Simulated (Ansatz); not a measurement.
# Te2Mo: the cost of one run

Program: Ansatz 0.2.0. Level of theory: DFT PBE, scalar-relativistic, plane waves, PAW. These are calculated values, not measurements.

### 1 The structure to begin with

Symmetry: P-6m2, No. 187, hexagonal system. Conventional cell: a = 3.560 Å, b = 3.560 Å, c = 17.524 Å, α = 90.00°, β = 90.00°, γ = 120.00°. Around Te (site symmetry 3m) lie 3 Mo at 2.73 Å. Around Mo (site symmetry -6m2) lie 6 Te at 2.73 Å.

As a file:

```cif
data_structure
_symmetry_space_group_name_H-M 'P-6m2'
_symmetry_Int_Tables_number 187
_cell_length_a 3.5602
_cell_length_b 3.5602
_cell_length_c 17.5241
_cell_angle_alpha 90.000
_cell_angle_beta 90.000
_cell_angle_gamma 120.000
_cell_volume 192.36
loop_
_atom_site_label
_atom_site_type_symbol
_atom_site_symmetry_multiplicity
_atom_site_Wyckoff_symbol
_atom_site_fract_x
_atom_site_fract_y
_atom_site_fract_z
_atom_site_occupancy
Te1 Te 2 i 0.66667 0.33333 0.89786 1
Mo1 Mo 1 a 0.00000 0.00000 0.00000 1
```

The runs take a perfect supercell of 48 atoms; the defect goes to fractional position (0.891, 0.417, 0.102).

### 2 The perfect supercell

The input, input.yaml:

```yaml
crystal:
  lattice:
    - [7.120464, 12.333008, 0.0]
    - [14.24093, 0.0, 0.0]
    - [1.780116, 3.083252, -17.524058]
  atoms:
    - { symbol: Te, position: [0.891131, 0.416666, 0.102144] }
    - { symbol: Te, position: [0.141131, 0.416666, 0.102144] }
    - { symbol: Te, position: [0.141131, 0.166666, 0.102144] }
    - { symbol: Te, position: [0.391131, 0.916666, 0.102144] }
    - { symbol: Te, position: [0.641131, 0.916666, 0.102144] }
    - { symbol: Te, position: [0.891131, 0.916666, 0.102144] }
    - { symbol: Te, position: [0.141131, 0.916666, 0.102144] }
    - { symbol: Te, position: [0.641131, 0.666666, 0.102144] }
    - { symbol: Te, position: [0.891131, 0.666666, 0.102144] }
    - { symbol: Te, position: [0.141131, 0.666666, 0.102144] }
    - { symbol: Te, position: [0.391131, 0.416666, 0.102144] }
    - { symbol: Te, position: [0.641131, 0.416666, 0.102144] }
    - { symbol: Te, position: [0.391131, 0.166666, 0.102144] }
    - { symbol: Te, position: [0.641131, 0.166666, 0.102144] }
    - { symbol: Te, position: [0.891131, 0.166666, 0.102144] }
    - { symbol: Te, position: [0.391131, 0.666666, 0.102144] }
    - { symbol: Te, position: [0.692203, 0.416666, 0.897856] }
    - { symbol: Te, position: [0.942203, 0.416666, 0.897856] }
    - { symbol: Te, position: [0.942203, 0.166666, 0.897856] }
    - { symbol: Te, position: [0.192203, 0.916666, 0.897856] }
    - { symbol: Te, position: [0.442203, 0.916666, 0.897856] }
    - { symbol: Te, position: [0.692203, 0.916666, 0.897856] }
    - { symbol: Te, position: [0.942203, 0.916666, 0.897856] }
    - { symbol: Te, position: [0.442203, 0.666666, 0.897856] }
    - { symbol: Te, position: [0.692203, 0.666666, 0.897856] }
    - { symbol: Te, position: [0.942203, 0.666666, 0.897856] }
    - { symbol: Te, position: [0.192203, 0.416666, 0.897856] }
    - { symbol: Te, position: [0.442203, 0.416666, 0.897856] }
    - { symbol: Te, position: [0.192203, 0.166666, 0.897856] }
    - { symbol: Te, position: [0.442203, 0.166666, 0.897856] }
    - { symbol: Te, position: [0.692203, 0.166666, 0.897856] }
    - { symbol: Te, position: [0.192203, 0.666666, 0.897856] }
    - { symbol: Mo, position: [0.5, 0.5, 0.0] }
    - { symbol: Mo, position: [0.75, 0.5, 0.0] }
    - { symbol: Mo, position: [0.75, 0.25, 0.0] }
    - { symbol: Mo, position: [0.0, 0.0, 0.0] }
    - { symbol: Mo, position: [0.25, 0.0, 0.0] }
    - { symbol: Mo, position: [0.5, 0.0, 0.0] }
    - { symbol: Mo, position: [0.75, 0.0, 0.0] }
    - { symbol: Mo, position: [0.25, 0.75, 0.0] }
    - { symbol: Mo, position: [0.5, 0.75, 0.0] }
    - { symbol: Mo, position: [0.75, 0.75, 0.0] }
    - { symbol: Mo, position: [0.0, 0.5, 0.0] }
    - { symbol: Mo, position: [0.25, 0.5, 0.0] }
    - { symbol: Mo, position: [0.0, 0.25, 0.0] }
    - { symbol: Mo, position: [0.25, 0.25, 0.0] }
    - { symbol: Mo, position: [0.5, 0.25, 0.0] }
    - { symbol: Mo, position: [0.0, 0.75, 0.0] }
basis:
  ecutwfc: 420
  fft_grid_basis: typed
kpoints:
  mp_grid: { grid: [1, 1, 1] }
hamiltonian:
  xc: pbe
  pseudopotentials: { kind: paw }
scf:
  occupations: { method: gaussian, width: 0.05 }
output:
  forces: true
  stress: false
  eigenvalues: true
  bader: false
  write_density: true
  volumetric_format: npy
```

Command:

```sh
$ ansatz run input.yaml --threads 8 --pin off --max-ram 16384MiB --backend cpu --events-out ev --progress --plain --runs-dir out
```

Q: Estimate wall time and peak memory on 8 threads of Arm Neoverse V2, shared host.

About 16 s, with a peak of 3.8 GiB.
